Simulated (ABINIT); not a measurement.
The system is Sc.

```
CELL_PARAMETERS angstrom
5.42268 0.00000 0.00000
0.00000 5.42268 0.00000
0.00000 0.00000 3.43521
ATOMIC_POSITIONS crystal
Sc 0.00000 0.50000 0.46734
Sc 0.50000 0.00000 0.53266
Sc 0.00000 0.00000 0.00000
Sc 0.50000 0.50000 0.00000
```

This isn't the form of Sc at room conditions, which is hcp.

| Property | Result |
| --- | --- |
| Program | ABINIT 10.8.3 (patched build) |
| Task | single point |
| Functional | PBE |
| Potentials or basis | JTH PAW PBE v2.0 |
| Cutoff | 408 eV |
| k mesh | 5 × 5 × 8 |
| Occupations | fermi-dirac, width 0.05 eV |
| Spin | no spin polarisation |

On this cell: pressure -1.0 GPa; largest force 0.215 eV/Å; band gap on the k mesh none (metal or under the smearing width).

The same run follows on a disturbed copy (atoms moved at random, drawn with an rms of 0.05 Å):

```
CELL_PARAMETERS angstrom
5.42268 0.00000 0.00000
0.00000 5.42268 0.00000
0.00000 0.00000 3.43521
ATOMIC_POSITIONS crystal
Sc 0.01088 0.49717 0.47880
Sc 0.50280 0.00819 0.53186
Sc 0.00293 0.00304 0.00243
Sc 0.49788 0.49998 0.99764
```

Q: What changes?

A: The energy (extrapolated to zero smearing) moves by +1.3 meV/atom; pressure -1.0 GPa; largest force 0.285 eV/Å; band gap on the k mesh none (metal or under the smearing width).

Forces on the atoms (eV/Å):
```
Sc  -0.208  0.058  0.102
Sc  -0.032 -0.102 -0.241
Sc   0.014 -0.106  0.053
Sc   0.226  0.151  0.086
```

Stress tensor (GPa, compression positive):
```
-1.23  0.01 -0.06
 0.01 -1.22  0.11
-0.06  0.11 -0.42
```
